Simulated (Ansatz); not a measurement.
# CaS (Fm-3m): how far a G0W0 gap depends on its settings

Aim: test how the G0W0 gap of rocksalt CaS moves with the number of bands, the screening cutoff and the other choices.

Program: Ansatz 0.2.0. G0W0, plane waves. (Simulation; spin polarisation is off.)

### Step 1. The system as given

The cell was relaxed beforehand with r2SCAN.

Space group Fm-3m (No. 225), cubic; a = 5.696 Å in the conventional setting, 23.10 Å³ an atom. Near Ca stand 6 S at 2.85 Å; near S stand 6 Ca at 2.85 Å.

Structure file:

Space group Fm-3m (No. 225). a = 5.696 Å, b = 5.696 Å, c = 5.696 Å, α = 90.00°, β = 90.00°, γ = 90.00°
```
atom  site  symmetry       x       y       z
  Ca    4a      m-3m  0.0000  0.0000  0.0000
   S    4b      m-3m  0.5000  0.0000  0.0000
```

### Step 2. 75 empty bands, 80 eV

File input.yaml:

```yaml
crystal:
  lattice:
    - [0.0, 2.8479451006, 2.8479451006]
    - [2.8479451006, 0.0, 2.8479451006]
    - [2.8479451006, 2.8479451006, 0.0]
  atoms:
    - { symbol: Ca, position: [0.0, 0.0, 0.0] }
    - { symbol: S, position: [0.5, 0.5, 0.5] }
kpoints:
  mp_grid: { grid: [4, 4, 4] }
hamiltonian:
  xc: pbe
scf:
  occupations: { method: fixed }
gw:
  n_empty_bands: 75
  ecut_chi: 80
  qp_bands: [v2, c2]
  qp_kpoints: band_edges
  screening: { model: contour_deformation }
```

Command:

```bash
$ ansatz run input.yaml --threads 2 --pin off --max-ram 3686MiB --backend cpu --events-out ev --progress --plain --runs-dir out
```

### Step 3. 173 empty bands, 140 eV

input.yaml, as its differences from that of step 2:

```diff
@@ -15,4 +15,4 @@
 gw:
-  n_empty_bands: 75
-  ecut_chi: 80
+  n_empty_bands: 173
+  ecut_chi: 140
   qp_bands: [v2, c2]
```

### Step 4. 319 empty bands, 210 eV

input.yaml, as its differences from that of step 3:

```diff
@@ -15,4 +15,4 @@
 gw:
-  n_empty_bands: 173
-  ecut_chi: 140
+  n_empty_bands: 319
+  ecut_chi: 210
   qp_bands: [v2, c2]
```

### Step 5. Starting from HSE06

input.yaml, as its differences from that of step 4:

```diff
@@ -11,3 +11,3 @@
 hamiltonian:
-  xc: pbe
+  xc: hse06
 scf:
@@ -15,4 +15,4 @@
 gw:
-  n_empty_bands: 319
-  ecut_chi: 210
+  n_empty_bands: 173
+  ecut_chi: 140
   qp_bands: [v2, c2]
```

### Step 6. Starting from LDA

input.yaml, as its differences from that of step 5:

```diff
@@ -11,3 +11,3 @@
 hamiltonian:
-  xc: hse06
+  xc: lda
 scf:
```

### Step 7. Starting from r2SCAN

input.yaml, as its differences from that of step 6:

```diff
@@ -11,3 +11,3 @@
 hamiltonian:
-  xc: lda
+  xc: r2scan
 scf:
```

### Step 8. A plasmon pole in place of the full frequency dependence

input.yaml, as its differences from that of step 7:

```diff
@@ -11,3 +11,3 @@
 hamiltonian:
-  xc: r2scan
+  xc: pbe
 scf:
@@ -19,2 +19,2 @@
   qp_kpoints: band_edges
-  screening: { model: contour_deformation }
+  screening: { model: godby_needs }
```

### Step 9. A finer mesh, 6×6×6

input.yaml, as its differences from that of step 8:

```diff
@@ -9,3 +9,3 @@
 kpoints:
-  mp_grid: { grid: [4, 4, 4] }
+  mp_grid: { grid: [6, 6, 6] }
 hamiltonian:
@@ -15,6 +15,6 @@
 gw:
-  n_empty_bands: 173
-  ecut_chi: 140
+  n_empty_bands: 75
+  ecut_chi: 80
   qp_bands: [v2, c2]
   qp_kpoints: band_edges
-  screening: { model: godby_needs }
+  screening: { model: contour_deformation }
```

### Step 10. Norm-conserving pseudopotentials

input.yaml, as its differences from that of step 9:

```diff
@@ -9,5 +9,6 @@
 kpoints:
-  mp_grid: { grid: [6, 6, 6] }
+  mp_grid: { grid: [4, 4, 4] }
 hamiltonian:
   xc: pbe
+  pseudopotentials: { kind: nc }
 scf:
@@ -15,4 +16,4 @@
 gw:
-  n_empty_bands: 75
-  ecut_chi: 80
+  n_empty_bands: 173
+  ecut_chi: 140
   qp_bands: [v2, c2]
```

Q: Predict the outcome of this session. Wanted: for each run, start; potentials; frequencies; empty bands; cutoff; Kohn-Sham gap; G0W0 gap.

The runs gave:

```
 start  potentials  frequencies  empty bands  cutoff (eV)   mesh  Kohn-Sham gap (eV)  G0W0 gap (eV)
   PBE         PAW         full           75           80  4×4×4                2.36           3.95
   PBE         PAW         full          173          140  4×4×4                2.36           4.10
   PBE         PAW         full          319          210  4×4×4                2.36           4.17
 HSE06         PAW         full          173          140  4×4×4                3.41           4.53
   LDA         PAW         full          173          140  4×4×4                2.14           4.00
r2SCAN         PAW         full          173          140  4×4×4                2.79           4.37
   PBE         PAW         pole          173          140  4×4×4                2.36           4.08
   PBE         PAW         full           75           80  6×6×6                2.36           3.97
   PBE          NC         full          173          140  4×4×4                2.36           4.04
```

Gaps are those on each run's own mesh.

What this shows: With bands and cutoff raised together, from 75 bands at 80 eV to 319 at 210 eV, the gap moves by +0.22 eV, and on the last rung by +0.07 eV; extrapolated in 1/N from the last two rungs, the limit on this k mesh would lie near 4.3 eV. The starting point matters: against PBE, HSE06 gives +0.44 eV, LDA gives -0.10 eV, r2SCAN gives +0.27 eV. The plasmon pole changes the gap by -0.016 eV. Norm-conserving potentials change it by -0.052 eV. On the finer mesh the quasiparticle shift is +1.61 eV, against +1.59 eV on the coarse one.
